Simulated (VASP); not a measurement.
# BAs in VASP: relaxation of cell and atoms with PBEsol+D3(BJ)

Aim: the relaxation of cell and atoms of BAs with PBEsol+D3(BJ).

Everything below comes from runs of VASP 6.6.1. Logs are shortened: lines on timing, memory, paths and dates and some standing lists are left out, and cuts for length are marked.

### Step 1. The structure

The cell holds a sheet with vacuum, 2 atoms: a = 3.380 Å, b = 3.380 Å, c = 16.000 Å, α = 90.00°, β = 90.00°, γ = 120.00°.

The cell was built by a generator and needn't be a form met in nature.

### Step 2. Relaxation of cell and atoms, PBEsol+D3(BJ)

Contents of INCAR:

```
PREC = Accurate
ENCUT = 600
EDIFF = 1E-6
ISMEAR = 0
SIGMA = 0.03
LREAL = F
LASPH = T
NELM = 120
ALGO = Fast
ISIF = 3
LWAVE = F
LCHARG = F
GGA = PS
IVDW = 12
IBRION = 2
NSW = 60
EDIFFG = -0.005
LATTICE_CONSTRAINTS = .TRUE. .TRUE. .FALSE.
KPAR = 4
```

Contents of KPOINTS:

```
Automatic mesh
0
Gamma
  12 12 1
```

Contents of POSCAR:

```
BAs
1.0
    3.3800000000      0.0000000000      0.0000000000
   -1.6900000000      2.9271658600      0.0000000000
    0.0000000000      0.0000000000     16.0000000000
B As
1 1
Direct
    0.3333330000      0.6666670000      0.5000000000
    0.6666670000      0.3333330000      0.5000000000
```

Potentials or basis: VASP PAW PBE potentials, release 64 (B, As).

Started as:

```
$ cat potpaw_PBE.64/B/POTCAR potpaw_PBE.64/As/POTCAR > POTCAR
$ mpirun -np 4 vasp_std > vasp.out
```

OUTCAR:

```text
PREC = Accurate
   ENCUT = 600
   EDIFF = 1E-6
   ISMEAR = 0
   LREAL = F
   LASPH = T
   NELM = 120
   ISIF = 3
   GGA = PS
   IVDW = 12
   IBRION = 2
   NSW = 60
   EDIFFG = -0.005
 IVDW          = 12

 ion  position               nearest neighbor table
   1  0.333  0.667  0.500-   2 1.95   2 1.95   2 1.95
   2  0.667  0.333  0.500-   1 1.95   1 1.95   1 1.95

  LATTYP: Found a hexagonal cell.
 ALAT       =     3.3800000000
 C/A-ratio  =     4.7337278107

  Lattice vectors:

 A1 = (   3.3800000000,   0.0000000000,   0.0000000000)
 A2 = (  -1.6900000000,   2.9271658600,   0.0000000000)
 A3 = (   0.0000000000,   0.0000000000,  16.0000000000)

Analysis of symmetry for initial positions (statically):
=====================================================================
 Subroutine PRICEL returns:
 Original cell was already a primitive cell.

 Routine SETGRP: Setting up the symmetry group for a
 hexagonal supercell.

 Subroutine GETGRP returns: Found 12 space group operations
 (whereof 12 operations were pure point group operations)
 out of a pool of 24 trial point group operations.

The static configuration has the point symmetry D_3h.

Analysis of symmetry for dynamics (positions and initial velocities):
=====================================================================
 Subroutine PRICEL returns:
 Original cell was already a primitive cell.

 Routine SETGRP: Setting up the symmetry group for a
 hexagonal supercell.

 Subroutine GETGRP returns: Found 12 space group operations
 (whereof 12 operations were pure point group operations)
 out of a pool of 24 trial point group operations.

The dynamic configuration has the point symmetry D_3h.

 Subroutine INISYM returns: Found 12 space group operations
 (whereof 12 operations are pure point group operations),
 and found     1 'primitive' translations

----------------------------------------------------------------------------------------

                                     Primitive cell

  volume of cell :     158.3011

  direct lattice vectors                    reciprocal lattice vectors
     3.380000000  0.000000000  0.000000000     0.295857988  0.170813689  0.000000000
    -1.690000000  2.927165860  0.000000000     0.000000000  0.341627379  0.000000000
     0.000000000  0.000000000 16.000000000     0.000000000  0.000000000  0.062500000

  length of vectors
     3.380000000  3.379999996 16.000000000     0.341627378  0.341627379  0.062500000

  position of ions in fractional coordinates (direct lattice)
     0.333333000  0.666667000  0.500000000
     0.666667000  0.333333000  0.500000000

  ion indices of the primitive-cell ions
   primitive index   ion index
                 1           1
                 2           2

----------------------------------------------------------------------------------------

 KPOINTS: Automatic mesh

Automatic generation of k-mesh.
 Grid dimensions read from file:
 generate k-points for:   12   12    1

 Generating k-lattice:

  Cartesian coordinates                     Fractional coordinates (reciprocal lattice)
     0.024654832  0.014234474  0.000000000     0.083333333  0.000000000  0.000000000
     0.000000000  0.028468948  0.000000000     0.000000000  0.083333333  0.000000000
     0.000000000  0.000000000  0.062500000     0.000000000  0.000000000  1.000000000

  Length of vectors
     0.028468948  0.028468948  0.062500000

  Shift w.r.t. Gamma in fractional coordinates (k-lattice)
     0.000000000  0.000000000  0.000000000

 Subroutine IBZKPT returns following result:
 ===========================================

 Found     19 irreducible k-points:

 Following reciprocal coordinates:
            Coordinates               Weight
  0.000000  0.000000  0.000000      1.000000
  0.083333  0.000000  0.000000      6.000000
  0.166667  0.000000  0.000000      6.000000
  0.250000  0.000000  0.000000      6.000000
  0.333333  0.000000  0.000000      6.000000
  0.416667 -0.000000  0.000000      6.000000
[... 11 lines left out ...]
  0.333333  0.250000  0.000000     12.000000
  0.333333  0.333333  0.000000      2.000000
   k-points           NKPTS =     19   k-points in BZ     NKDIM =     19   number of bands    NBANDS=      8
   number of dos      NEDOS =    301   number of ions     NIONS =      2
   total plane-waves  NPLWV = 100352
   dimension x,y,z NGX =    28 NGY =   28 NGZ =  128
   dimension x,y,z NGXF=    56 NGYF=   56 NGZF=  256
   ions per type =               1   1
   NGX,Y,Z   is equivalent  to a cutoff of  13.77, 13.77, 13.30 a.u.
   NGXF,Y,Z  is equivalent  to a cutoff of  27.54, 27.54, 26.60 a.u.
 SYSTEM =  unknown system
   PREC   = accura    normal or accurate (medium, high low for compatibility)
   ISTART =      0    job   : 0-new  1-cont  2-samecut
   ICHARG =      2    charge: 1-file 2-atom 10-const
   ISPIN  =      1    spin polarized calculation?
   LNONCOLLINEAR =      F non collinear calculations
   LSORBIT =      F    spin-orbit coupling
   LASPH  =      T    aspherical Exc in radial PAW
   ENCUT  =  600.0 eV  44.10 Ry    6.64 a.u.   6.75  6.75 31.96*2*pi/ulx,y,z
   NELM   =    120;   NELMIN=  2; NELMDL= -5     # of ELM steps
   EDIFF  = 0.1E-05   stopping-criterion for ELM
   LREAL  =      F    real-space projection
   EDIFFG = -.5E-02   stopping-criterion for IOM
   NSW    =     60    number of steps for IOM
   IBRION =      2    ionic relax: 0-MD 1-quasi-New 2-CG
   NFREE  =      1    steps in history (QN), initial steepest desc. (CG)
   ISIF   =      3    stress and relaxation
   ISYM   =      2    0-nonsym 1-usesym 2-fastsym
   POTIM  = 0.5000    time-step for ionic-motion
   TEBEG  =    0.0;   TEEND  =   0.0 temperature during run
   PSTRESS=    0.0 pullay stress
   NELECT =       8.0000    total number of electrons
   NUPDOWN=      -1.0000    fix difference up-down
   EMIN   =  10.00;   EMAX   =-10.00  energy-range for DOS
   EFERMI =   0.00;   METHOD = LEGACY
   ISMEAR =     0;   SIGMA  =   0.03  broadening in eV -4-tet -1-fermi 0-gaus
   EFERMI_NEDOS =   21; number of points for ismear=-14 and -15
   IALGO  =     68    algorithm
   IMIX   =      4    mixing-type and parameters
     AMIX     =   0.40;   BMIX     =  1.00
     AMIX_MAG =   1.60;   BMIX_MAG =  1.00
  volume/ion in A,a.u.               =      79.15       534.13
  Fermi-wavevector in a.u.,A,eV,Ry     =   0.605262  1.143780  4.984389  0.366342
  Thomas-Fermi vector in A             =   1.658921
   LORBIT       =      0    0 simple, 1 ext, 2 COOP (PROOUT), +10 PAW based schemes
   GGA     = PS    functional components
   LHFCALC =     F    Hartree Fock is set to
   AEXX    =    0.0000 exact exchange contribution
   IVDW    =    12    specifies the selected vdW correction
   LEPSILON=     F    determine dielectric tensor
   LRPA    =     F    only Hartree local field effects (RPA)
 conjugate gradient relaxation of ions
 non-spin polarized calculation
 RMM-DIIS sequential band-by-band and
 Gauss-broadening in eV      SIGMA  =   0.03
  energy-cutoff  :      600.00
  volume of cell :      158.30
 maximum number of plane-waves:      5302
 NGX is ok and might be reduce to    28
   NGX = 13   NGY = 13   NGZ = 63

--------------------------------------- Ionic step        1  -------------------------------------------

 number of electron       8.0000000 magnetization

 Free energy of the ion-electron system (eV)
  ---------------------------------------------------
  ext. energy  EPLUGINS =         0.00000000
  ---------------------------------------------------
  free energy    TOTEN  =       -11.25014712 eV

  energy without entropy =      -11.25014712  energy(sigma->0) =      -11.25014712

------------------------ aborting loop because EDIFF is reached ----------------------------------------

 Edisp (eV)   -0.18145

 E8    (eV) :    -0.1158

  FORCE on cell =-STRESS in cart. coord.  units (eV):
  Direction    XX          YY          ZZ          XY          YZ          ZX
  --------------------------------------------------------------------------------------
  -------------------------------------------------------------------------------------
  Total      -0.48147    -0.48147    -0.00852     0.00000     0.00000     0.00000
  in kB      -4.87303    -4.87303    -0.08619     0.00000     0.00000     0.00000
  external pressure =       -3.28 kB  Pullay stress =        0.00 kB

 VOLUME and BASIS-vectors are now :
 -----------------------------------------------------------------------------
  energy-cutoff  :      600.00
  volume of cell :      158.30
      direct lattice vectors                 reciprocal lattice vectors
     3.380000000  0.000000000  0.000000000     0.295857988  0.170813689  0.000000000
    -1.690000000  2.927165860  0.000000000     0.000000000  0.341627379  0.000000000
     0.000000000  0.000000000 16.000000000     0.000000000  0.000000000  0.062500000
[... 41 lines left out ...]
 POSITION                                       TOTAL-FORCE (eV/Angst)
 -----------------------------------------------------------------------------------
     -0.00000      1.92878      8.00000        -0.000000      0.000000      0.000000
      1.67037      0.96439      8.00000         0.000000      0.000000      0.000000
 -----------------------------------------------------------------------------------
    total drift:                               -0.000124      0.000072      0.000000

  FREE ENERGIE OF THE ION-ELECTRON SYSTEM (eV)
  ---------------------------------------------------
  free  energy   TOTEN  =       -11.4288389343 eV

  energy  without entropy=      -11.4288389343  energy(sigma->0) =      -11.42883893

--------------------------------------- Ionic step        3  -------------------------------------------

 number of electron       8.0000000 magnetization

 Free energy of the ion-electron system (eV)
  ---------------------------------------------------
  ext. energy  EPLUGINS =         0.00000000
  ---------------------------------------------------
  free energy    TOTEN  =       -11.25061429 eV

  energy without entropy =      -11.25061429  energy(sigma->0) =      -11.25061429

 E-fermi :  -2.9381     XC(G=0):  -2.6444

 val. band max:       -3.0995199161   @ k =   0.3333   0.3333   0.0000
 cond. band min:      -2.3628020573   @ k =   0.3333   0.3333   0.0000
 fundamental gap:      0.7367178588
 Fermi energy:        -2.9381476493

 k-point     1 :       0.0000    0.0000    0.0000
  band No.  band energies     occupation
      1     -17.0117      2.00000
      2      -7.1140      2.00000
      3      -4.5948      2.00000
      4      -4.5948      2.00000
      5       0.6227      0.00000
      6       0.9347      0.00000
      7       1.7492      0.00000
      8       1.7493      0.00000

 k-point     2 :       0.0833    0.0000    0.0000
  band No.  band energies     occupation
      1     -16.9141      2.00000
      2      -7.0033      2.00000
      3      -5.2299      2.00000
      4      -4.8117      2.00000
      5       0.7418      0.00000
      6       1.0066      0.00000
      7       2.0824      0.00000
      8       2.1790      0.00000
[... 211 lines left out ...]
 POSITION                                       TOTAL-FORCE (eV/Angst)
 -----------------------------------------------------------------------------------
     -0.00000      1.94227      8.00000        -0.000000      0.000000      0.000000
      1.68206      0.97113      8.00000         0.000000      0.000000      0.000000
 -----------------------------------------------------------------------------------
    total drift:                               -0.000129      0.000075      0.000000

  FREE ENERGIE OF THE ION-ELECTRON SYSTEM (eV)
  ---------------------------------------------------
  free  energy   TOTEN  =       -11.4338831580 eV

  energy  without entropy=      -11.4338831580  energy(sigma->0) =      -11.43388316

 reached required accuracy - stopping structural energy minimisation
```

Wall time 20 s (4 MPI ranks of Intel Xeon 6975P-C (Granite Rapids), shared host); peak memory 0.34 GiB.

Results:

| Property | Result |
| --- | --- |
| Free energy | -11.4339 eV |
| Relaxed volume | 78.41 Å³/atom |
| Relaxed cell | a = 3.364 Å, b = 3.364 Å, c = 16.000 Å, α = 90.00°, β = 90.00°, γ = 120.00° |
| Space group after relaxing (to 0.05 Å) | P-6m2 (No. 187) |
| Energy gained by relaxing | 1.1 meV/atom |
| Ionic steps | 3 |
| Band gap on the k mesh | 0.74 eV, direct |
| Dispersion energy per atom | -0.092 eV |

The path:
| step | energy change (eV) | largest force (eV/Å) | pressure (GPa) | volume (Å³) |
| --- | --- | --- | --- | --- |
| 1 | 0.0000 | 0.0000 | -0.33 | 158.30 |
| 2 | 0.0028 | 0.0000 | 0.50 | 154.65 |
| 3 | -0.0023 | 0.0000 | -0.01 | 156.82 |

Final structure:
```cif
data_structure
_symmetry_space_group_name_H-M 'P 1'
_symmetry_Int_Tables_number 1
_cell_length_a 3.3641
_cell_length_b 3.3641
_cell_length_c 16.0000
_cell_angle_alpha 90.000
_cell_angle_beta 90.000
_cell_angle_gamma 120.000
_cell_volume 156.82
loop_
_atom_site_label
_atom_site_type_symbol
_atom_site_fract_x
_atom_site_fract_y
_atom_site_fract_z
_atom_site_occupancy
B1 B 0.33333 0.66667 0.50000 1
As1 As 0.66667 0.33333 0.50000 1
```

Levels at points of the mesh, in eV from the valence-band top:
| k point | band 2 | band 3 | band 4 | band 5 | band 6 | band 7 |
| --- | --- | --- | --- | --- | --- | --- |
| (0.00, 0.00, 0.00) | -4.01 | -1.50 | -1.50 | 3.72 | 4.03 | 4.85 |
| (0.50, 0.00, 0.00) | -8.27 | -3.61 | -1.07 | 1.42 | 2.52 | 7.58 |

Caveat: the PAW data sets were made with another functional, which shifts forces and pressure a little.
